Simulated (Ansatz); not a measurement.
Start from GeO2 in the rutile structure (space group P4_2/mnm, No. 136; a = 4.411 Å, c = 2.870 Å). Axes: x, y, z lie along a, b, c of the conventional cell.

All numbers come from r2SCAN, PAW, 500 eV (Ansatz, an electronic-structure program; no spin-orbit coupling).

Modification: a pure shear with ε_xz = ε_zx = -0.0205, atoms relaxed at fixed cell.

### Question
Predict the stress tensor and what it implies for the stiffness.

### Answer
Stress of the strained cell less that of the base (GPa, compression positive):
```
   0.35    0.00    6.47
   0.00    0.35    0.00
   6.47    0.00    0.26
```

Then −Δσ/γ with γ = 2ε = -0.0410 gives secant stiffness values (nonlinear terms included at this strain): C55 ≈ 158 GPa.

As a check, the harmonic strain energy −½ V₀ Δσ:ε is 7.7 meV/atom; the computed energy rise is 7.7 meV/atom.

No phonon test of stability was made.
